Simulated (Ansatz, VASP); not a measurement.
One calculation of SiC, two programs

The input INCAR:

```
ALGO     = Normal         # electronic algorithm
EDIFF    = 1E-6           # SCF threshold, eV
ENCUT    = 520            # plane-wave cutoff, eV
GGA      = PE             # functional
ISIF     = 2              # what is computed and relaxed
ISMEAR   = 0              # smearing method
LASPH    = T              # aspherical terms in the spheres
LCHARG   = F              # write CHGCAR
LREAL    = F              # projectors in reciprocal space
LWAVE    = F              # write WAVECAR
NBANDS   = 11             # bands
NELM     = 100            # most SCF steps
PREC     = Accurate       # precision mode
SIGMA    = 0.001          # smearing width, eV
```

File KPOINTS:

```
k-points
0
Gamma
  16 16 16
```

POSCAR

```
SiC
1.0
    0.0000000000      2.1305200000      2.1740000000
    2.1305200000      0.0000000000      2.1740000000
    2.1305200000      2.1305200000      0.0000000000
Si C
1 1
Direct
    0.0000000000      0.0000000000      0.0000000000
    0.7500000000      0.7500000000      0.7500000000
```

Input for Ansatz:

```yaml
crystal:
  lattice:
    - [0.0, 2.13052, 2.174]
    - [2.13052, 0.0, 2.174]
    - [2.13052, 2.13052, 0.0]
  atoms:
    - { symbol: Si, position: [0.0, 0.0, 0.0] }
    - { symbol: C, position: [0.75, 0.75, 0.75] }
kpoints:
  mp_grid: { grid: [16, 16, 16] }
scf:
  occupations: { method: gaussian, width: 0.001 }
hamiltonian:
  xc: pbe
  pseudopotentials: { kind: all_electron, lapw: { basis_error: 0.00025 } }
output:
  forces: true
  stress: true
  eigenvalues: true
```

Alike in both runs: task single point; functional PBE; k mesh 16 × 16 × 16; occupations gaussian, width 0.001 eV; no spin polarisation.

```csv
,VASP,Ansatz
version,VASP 6.6.1,Ansatz 0.2.0
potentials or method,"VASP PAW PBE potentials, release 64 (Si, C)","all-electron LAPW, scalar-relativistic"
plane-wave cutoff (eV),520,see its input
```

VASP gave:

* gap on the k mesh at the Fermi level (eV): 1.20
* pressure (GPa): 14.8
* largest component of the traceless stress (GPa): 3.64

Problem. What did Ansatz give for the same quantities?

Solution. gap on the k mesh at the Fermi level (eV): 1.20; pressure (GPa): 14.9; largest component of the traceless stress (GPa): 3.63.

Ansatz ran all-electron here, so the differences hold the error of VASP's frozen core and of both bases.

A k mesh can miss the band edges. A hybrid or GW would open this gap; PBE tends to underestimate it.
